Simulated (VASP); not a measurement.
# AlN (P6_3mc) in VASP: relaxation of cell and atoms with PBEsol

Aim: the relaxation of cell and atoms of AlN with PBEsol.

Everything below comes from runs of VASP 6.6.1. Logs are shortened: lines on timing, memory, paths and dates and some standing lists are left out, and cuts for length are marked.

### 1 The crystal as given

Symmetry: P6_3mc, No. 186, hexagonal system. Conventional cell: a = 3.113 Å, b = 3.113 Å, c = 4.981 Å, α = 90.00°, β = 90.00°, γ = 120.00°. Around Al (site symmetry 3m) lie 4 N at 1.89 to 1.90 Å. Around N (site symmetry 3m) lie 4 Al at 1.89 to 1.90 Å.

### 2 Relaxation of cell and atoms, PBEsol

Input file INCAR:

```
SYSTEM = AlN
  PREC = Accurate
  ENCUT = 600
  EDIFF = 1E-7
  ISMEAR = 0
  SIGMA = 0.03
  LREAL = .FALSE.
  LASPH = .TRUE.
  NELM = 80
  ALGO = Normal
  ISIF = 3
  LWAVE = .FALSE.
  LCHARG = .FALSE.
  GGA = PS
  IBRION = 2
  NSW = 90
  EDIFFG = -0.005
```

Input file KPOINTS:

```
regular mesh
0
G
  12 12 6
  0 0 0
```

Input file POSCAR:

```
AlN                                     
1.0
    3.1127044215      0.0000000000      0.0000000000
   -1.5563522108      2.6956811016     -0.0000000000
   -0.0000000000      0.0000000000      4.9808959690
  Al              N             
     2     2
Direct
     0.3333333300000021    0.6666666699999979    0.9989884324125895
     0.6666666699999979    0.3333333300000021    0.4989884324125896
     0.3333333300000021    0.6666666699999979    0.3810115675874130
     0.6666666699999979    0.3333333300000021    0.8810115675874131
```

Potentials or basis: VASP PAW PBE potentials, release 64 (Al, N).

On the command line:

```
$ cat potpaw_PBE.64/Al/POTCAR potpaw_PBE.64/N/POTCAR > POTCAR
$ mpirun -np 1 vasp_std > vasp.out
```

OUTCAR:

```text
SYSTEM = AlN
   PREC = Accurate
   ENCUT = 600
   EDIFF = 1E-7
   ISMEAR = 0
   LREAL = .FALSE.
   LASPH = .TRUE.
   NELM = 80
   ISIF = 3
   GGA = PS
   IBRION = 2
   NSW = 90
   EDIFFG = -0.005

 ion  position               nearest neighbor table
   1  0.333  0.667  0.999-   4 1.89   4 1.89   4 1.89   3 1.90   2 3.07   2 3.07   2 3.07   2 3.07
                             2 3.07   2 3.07
   2  0.667  0.333  0.499-   3 1.89   3 1.89   3 1.89   4 1.90   1 3.07   1 3.07   1 3.07   1 3.07
                             1 3.07   1 3.07
   3  0.333  0.667  0.381-   2 1.89   2 1.89   2 1.89   1 1.90
   4  0.667  0.333  0.881-   1 1.89   1 1.89   1 1.89   2 1.90

  LATTYP: Found a hexagonal cell.
 ALAT       =     3.1127044215
 C/A-ratio  =     1.6001827654

  Lattice vectors:

 A1 = (   3.1127044215,   0.0000000000,   0.0000000000)
 A2 = (  -1.5563522108,   2.6956811016,   0.0000000000)
 A3 = (   0.0000000000,   0.0000000000,   4.9808959690)

Analysis of symmetry for initial positions (statically):
=====================================================================
 Subroutine PRICEL returns:
 Original cell was already a primitive cell.

 Routine SETGRP: Setting up the symmetry group for a
 hexagonal supercell.

 Subroutine GETGRP returns: Found 12 space group operations
 (whereof  6 operations were pure point group operations)
 out of a pool of 24 trial point group operations.

The static configuration has the point symmetry C_3v.
 The point group associated with its full space group is C_6v.

Analysis of symmetry for dynamics (positions and initial velocities):
=====================================================================
 Subroutine PRICEL returns:
 Original cell was already a primitive cell.

 Routine SETGRP: Setting up the symmetry group for a
 hexagonal supercell.

 Subroutine GETGRP returns: Found 12 space group operations
 (whereof  6 operations were pure point group operations)
 out of a pool of 24 trial point group operations.

The dynamic configuration has the point symmetry C_3v.
 The point group associated with its full space group is C_6v.

 Subroutine INISYM returns: Found 12 space group operations
 (whereof  6 operations are pure point group operations),
 and found     1 'primitive' translations

----------------------------------------------------------------------------------------

                                     Primitive cell

  volume of cell :      41.7940

  direct lattice vectors                    reciprocal lattice vectors
     3.112704422  0.000000000  0.000000000     0.321264041  0.185481881  0.000000000
    -1.556352211  2.695681102  0.000000000     0.000000000  0.370963761  0.000000000
     0.000000000  0.000000000  4.980895969     0.000000000  0.000000000  0.200767092

  length of vectors
     3.112704422  3.112704420  4.980895969     0.370963761  0.370963761  0.200767092

  position of ions in fractional coordinates (direct lattice)
     0.333333330  0.666666670  0.998988432
     0.666666670  0.333333330  0.498988432
     0.333333330  0.666666670  0.381011568
     0.666666670  0.333333330  0.881011568

  ion indices of the primitive-cell ions
   primitive index   ion index
                 1           1
                 2           2
                 3           3
                 4           4

----------------------------------------------------------------------------------------

 KPOINTS: regular mesh

Automatic generation of k-mesh.
 Grid dimensions read from file:
 generate k-points for:   12   12    6

 Generating k-lattice:

  Cartesian coordinates                     Fractional coordinates (reciprocal lattice)
     0.026772003  0.015456823  0.000000000     0.083333333  0.000000000  0.000000000
     0.000000000  0.030913647  0.000000000     0.000000000  0.083333333  0.000000000
     0.000000000  0.000000000  0.033461182     0.000000000  0.000000000  0.166666667

  Length of vectors
     0.030913647  0.030913647  0.033461182

  Shift w.r.t. Gamma in fractional coordinates (k-lattice)
     0.000000000  0.000000000  0.000000000

 Subroutine IBZKPT returns following result:
 ===========================================

 Found     76 irreducible k-points:

 Following reciprocal coordinates:
            Coordinates               Weight
  0.000000  0.000000  0.000000      1.000000
  0.083333  0.000000  0.000000      6.000000
  0.166667 -0.000000  0.000000      6.000000
  0.250000  0.000000  0.000000      6.000000
  0.333333 -0.000000  0.000000      6.000000
  0.416667  0.000000  0.000000      6.000000
[... 16 lines left out ...]
  0.250000  0.000000  0.166667     12.000000
  0.333333 -0.000000  0.166667     12.000000
 [... further k-points ...]
   k-points           NKPTS =     76   k-points in BZ     NKDIM =     76   number of bands    NBANDS=     12
   number of dos      NEDOS =    301   number of ions     NIONS =      4
   total plane-waves  NPLWV =  31360
   dimension x,y,z NGX =    28 NGY =   28 NGZ =   40
   dimension x,y,z NGXF=    56 NGYF=   56 NGZF=   80
   ions per type =               2   2
   NGX,Y,Z   is equivalent  to a cutoff of  14.95, 14.95, 13.35 a.u.
   NGXF,Y,Z  is equivalent  to a cutoff of  29.91, 29.91, 26.70 a.u.
 SYSTEM =  AlN
   PREC   = accura    normal or accurate (medium, high low for compatibility)
   ISTART =      0    job   : 0-new  1-cont  2-samecut
   ICHARG =      2    charge: 1-file 2-atom 10-const
   ISPIN  =      1    spin polarized calculation?
   LNONCOLLINEAR =      F non collinear calculations
   LSORBIT =      F    spin-orbit coupling
   LASPH  =      T    aspherical Exc in radial PAW
   ENCUT  =  600.0 eV  44.10 Ry    6.64 a.u.   6.22  6.22  9.95*2*pi/ulx,y,z
   NELM   =     80;   NELMIN=  2; NELMDL= -5     # of ELM steps
   EDIFF  = 0.1E-06   stopping-criterion for ELM
   LREAL  =      F    real-space projection
   EDIFFG = -.5E-02   stopping-criterion for IOM
   NSW    =     90    number of steps for IOM
   IBRION =      2    ionic relax: 0-MD 1-quasi-New 2-CG
   NFREE  =      1    steps in history (QN), initial steepest desc. (CG)
   ISIF   =      3    stress and relaxation
   ISYM   =      2    0-nonsym 1-usesym 2-fastsym
   POTIM  = 0.5000    time-step for ionic-motion
   TEBEG  =    0.0;   TEEND  =   0.0 temperature during run
   PSTRESS=    0.0 pullay stress
   NELECT =      16.0000    total number of electrons
   NUPDOWN=      -1.0000    fix difference up-down
   EMIN   =  10.00;   EMAX   =-10.00  energy-range for DOS
   EFERMI =   0.00;   METHOD = LEGACY
   ISMEAR =     0;   SIGMA  =   0.03  broadening in eV -4-tet -1-fermi 0-gaus
   EFERMI_NEDOS =   21; number of points for ismear=-14 and -15
   IALGO  =     38    algorithm
   IMIX   =      4    mixing-type and parameters
     AMIX     =   0.40;   BMIX     =  1.00
     AMIX_MAG =   1.60;   BMIX_MAG =  1.00
  volume/ion in A,a.u.               =      10.45        70.51
  Fermi-wavevector in a.u.,A,eV,Ry     =   1.188713  2.246341 19.225545  1.413038
  Thomas-Fermi vector in A             =   2.324836
   LORBIT       =      0    0 simple, 1 ext, 2 COOP (PROOUT), +10 PAW based schemes
   GGA     = PS    functional components
   LHFCALC =     F    Hartree Fock is set to
   AEXX    =    0.0000 exact exchange contribution
   IVDW    =     0    specifies the selected vdW correction
   LEPSILON=     F    determine dielectric tensor
   LRPA    =     F    only Hartree local field effects (RPA)
 conjugate gradient relaxation of ions
 non-spin polarized calculation
 Gauss-broadening in eV      SIGMA  =   0.03
  energy-cutoff  :      600.00
  volume of cell :       41.79
 maximum number of plane-waves:      1412
 NGX is ok and might be reduce to    28
   NGX = 13   NGY = 13   NGZ = 19

--------------------------------------- Ionic step        1  -------------------------------------------

 number of electron      15.9999999 magnetization

 Free energy of the ion-electron system (eV)
  ---------------------------------------------------
  ext. energy  EPLUGINS =         0.00000000
  ---------------------------------------------------
  free energy    TOTEN  =       -31.31568584 eV

  energy without entropy =      -31.31568584  energy(sigma->0) =      -31.31568584

------------------------ aborting loop because EDIFF is reached ----------------------------------------

  FORCE on cell =-STRESS in cart. coord.  units (eV):
  Direction    XX          YY          ZZ          XY          YZ          ZX
  --------------------------------------------------------------------------------------
  -------------------------------------------------------------------------------------
  Total        0.0222997      0.0222997      0.0321571     -0.0000000      0.0000000      0.0000000
  in kB        0.8548617      0.8548617      1.2327466     -0.0000000      0.0000000      0.0000000
  external PRESSURE =       0.9808234 kB  Pullay stress =       0.0000000 kB
[... 61 lines left out ...]
  energy  without entropy=      -31.3156852680  energy(sigma->0) =      -31.31568527

--------------------------------------- Ionic step        3  -------------------------------------------

 number of electron      15.9999999 magnetization

 Free energy of the ion-electron system (eV)
  ---------------------------------------------------
  ext. energy  EPLUGINS =         0.00000000
  ---------------------------------------------------
  free energy    TOTEN  =       -31.31569127 eV

  energy without entropy =      -31.31569127  energy(sigma->0) =      -31.31569127

 E-fermi :   6.2065     XC(G=0): -11.1029

 val. band max:        6.0591933981   @ k =   0.0000   0.0000   0.0000
 cond. band min:      10.1765249652   @ k =   0.0000   0.0000   0.0000
 fundamental gap:      4.1173315671
 Fermi energy:         6.2065117666

 k-point     1 :       0.0000    0.0000    0.0000
  band No.  band energies     occupation
      1      -9.1088      2.00000
      2      -6.9262      2.00000
      3       0.0046      2.00000
      4       5.1786      2.00000
      5       5.1786      2.00000
      6       5.8334      2.00000
      7       5.8334      2.00000
      8       6.0592      2.00000
      9      10.1765      0.00000
     10      12.6103      0.00000
     11      16.5572      0.00000
     12      17.0806      0.00000
[... 331 lines left out ...]
 k-point    24 :       0.3333   -0.0000    0.1667
  band No.  band energies     occupation
      1      -7.7687      2.00000
      2      -6.5136      2.00000
      3       1.0980      2.00000
      4       2.0761      2.00000
      5       2.6872      2.00000
      6       4.2619      2.00000
      7       5.2564      2.00000
      8       5.3888      2.00000
      9      11.7853      0.00000
     10      12.5815      0.00000
     11      14.4469      0.00000
     12      16.1201      0.00000

 [... further k-points ...]

------------------------ aborting loop because EDIFF is reached ----------------------------------------

  FORCE on cell =-STRESS in cart. coord.  units (eV):
  Direction    XX          YY          ZZ          XY          YZ          ZX
  --------------------------------------------------------------------------------------
  -------------------------------------------------------------------------------------
  Total       -0.0006335     -0.0006335      0.0031487      0.0000000      0.0000000     -0.0000000
  in kB       -0.0242739     -0.0242739      0.1206525      0.0000000      0.0000000     -0.0000000
  external PRESSURE =       0.0240349 kB  Pullay stress =       0.0000000 kB
[... 19 lines left out ...]
  FREE ENERGIE OF THE ION-ELECTRON SYSTEM (eV)
  ---------------------------------------------------
  free  energy   TOTEN  =       -31.3156912696 eV

  energy  without entropy=      -31.3156912696  energy(sigma->0) =      -31.31569127

 reached required accuracy - stopping structural energy minimisation
```

Wall time 36 s (1 thread of Intel Xeon 6975P-C (Granite Rapids), shared host); peak memory 0.19 GiB.

What came out:

| Item | Value |
| --- | --- |
| Free energy | -31.3157 eV |
| Relaxed volume | 10.45 Å³/atom |
| Relaxed cell | a = 3.113 Å, b = 3.113 Å, c = 4.982 Å, α = 90.00°, β = 90.00°, γ = 120.00° |
| Space group after relaxing (to 0.05 Å) | P6_3mc (No. 186) |
| Energy gained by relaxing | 0.0 meV/atom |
| Ionic steps | 3 |
| Pressure after relaxing | 0.0 GPa |
| Band gap on the k mesh | 4.12 eV, direct |

Final structure:
```xyz
4
Lattice="3.1131 0.0000 0.0000 -1.5566 2.6960 0.0000 0.0000 0.0000 4.9818" Properties=species:S:1:pos:R:3 pbc="T T T"
Al    0.0000    1.7974    4.9768
Al    1.5566    0.8987    2.4859
N     0.0000    1.7974    1.8981
N     1.5566    0.8987    4.3890
```

Caveat: the PAW data sets were made with another functional, which shifts forces and pressure a little.
